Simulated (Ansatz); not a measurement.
Bulk crystal (InSb) after relaxation:

```cif
data_structure
_symmetry_space_group_name_H-M 'P 1'
_symmetry_Int_Tables_number 1
_cell_length_a 4.6915
_cell_length_b 4.6915
_cell_length_c 4.6915
_cell_angle_alpha 60.000
_cell_angle_beta 60.000
_cell_angle_gamma 60.000
_cell_volume 73.02
loop_
_atom_site_label
_atom_site_type_symbol
_atom_site_fract_x
_atom_site_fract_y
_atom_site_fract_z
_atom_site_occupancy
In1 In 0.00000 0.00000 0.00000 1
Sb1 Sb 0.75000 0.75000 0.75000 1
```

Miller indices refer to the conventional cell of F-43m (No. 216), a = 6.635 Å, b = 6.635 Å, c = 6.635 Å, α = 90.00°, β = 90.00°, γ = 90.00°.

The (111) slab of 6 planes, 8.6 Å thick with 15 Å of vacuum as cut; outer planes In (top) and Sb (bottom).

All numbers below come from DFT PBE, scalar-relativistic, plane waves, PAW (Ansatz). Cutoff 420 eV; k points 9×9×1 on the computed 6-atom cell (Γ-centred); Gaussian smearing, width 0.10 eV; no spin polarisation. A dipole correction removes the field between periodic images along c.

With the atoms at the bulk's places:

For the slab as cut, the surface energy (mean of both faces) is 0.63 J/m² and the work function is 3.51 eV (top), 5.17 eV (bottom). The dipole of the slab along +c, per cell is 0.18 e·Å.

Question: What changes when all atoms relax within this surface cell and its symmetry?

Answer: The energy falls by 0.020 J/m² a face, and the largest move is 0.10 Å.

For the relaxed slab, the surface energy (mean of both faces) is 0.61 J/m² and the work function is 3.39 eV (top), 5.18 eV (bottom). The dipole of the slab along +c, per cell is 0.19 e·Å.

| plane (bottom to top) | atoms | spacing to next, bulk (Å) | relaxed (Å) | change (%) |
| --- | --- | --- | --- | --- |
| 1 | Sb | 0.958 | 0.927 | -3.2 |
| 2 | In | 2.873 | 2.986 | +3.9 |
| 3 | Sb | 0.958 | 0.892 | -6.9 |
| 4 | In | 2.873 | 3.002 | +4.5 |
| 5 | Sb | 0.958 | 0.843 | -12.0 |
| 6 | In |  |  |  |

Spin-orbit coupling is left out, which matters for the bands of heavy elements.